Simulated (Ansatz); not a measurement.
Clean, relaxed (110) surface of Cu, space group Fm-3m (No. 225) (top face towards +c; atoms held fixed, by place in the list: 1, 2, 3):

```
CELL_PARAMETERS angstrom
2.51968 0.00000 0.00000
0.00000 3.56337 0.00000
0.00000 0.00000 23.29921
ATOMIC_POSITIONS crystal
Cu 0.50000 0.50000 0.36482
Cu 0.00000 0.00000 0.41889
Cu 0.50000 0.50000 0.47296
Cu 0.00000 0.00000 0.52639
Cu 0.50000 0.50000 0.58284
Cu 0.00000 0.00000 0.63114
```

Theory: DFT PBEsol, scalar-relativistic, plane waves, PAW in Ansatz. Plane waves to 420 eV, a k mesh through Γ of 11×8×1 on the computed 6-atom cell and Gaussian smearing (0.10 eV); no spin polarisation. The cell repeats along c with a dipole correction in the vacuum.

N (atom) is adsorbed on the top face, one adsorbate per 9.0 Å², and relaxed from 3 starting sites (fractions of a and b). The adsorption energy is E(slab + adsorbate) − E(slab) − E(free adsorbate, spin-polarised where open-shell). Heights count from the highest slab atom after relaxation. Δφ is the top face's. Δp counts per cell along +c. Bonded neighbours lie within 1.25 times the sum of covalent radii (1.35 for H) and, on that scale, within 12 % of the closest. With the adsorbate the cell is lengthened along c to keep the vacuum.

| start | ends at | E_ads (eV) | height (Å) | shortest contact | Δφ (eV) | Δp (e·Å) |
| --- | --- | --- | --- | --- | --- | --- |
| top (Cu) at (0.00, 0.00) | (0.00, 0.00), 1 bonded neighbour (Cu) | -1.60 | 1.71 | N–Cu 1.71 Å | +3.17 | -0.159 |
| bridge (Cu-Cu) at (0.00, 0.50) | (0.00, 0.50), 4 bonded neighbours (Cu) | -4.35 | -0.03 | N–Cu 1.78 Å | +0.69 | -0.034 |
| hollow (over Cu) at (0.50, 0.50) | (0.50, 0.50), 1 bonded neighbour (Cu), largest slab move 0.5 Å | -3.74 | 0.14 | N–Cu 1.85 Å | +1.11 | -0.058 |

Among the sites tried, the lowest end comes from the bridge (Cu-Cu) at (0.00, 0.50) start; other sites may lie lower.

Each end is the local minimum or symmetric point that its start leads to. The slab is only 6.3 Å thick, so the energies aren't converged with thickness.

Spin polarisation was left out, and a magnetic state may lie lower.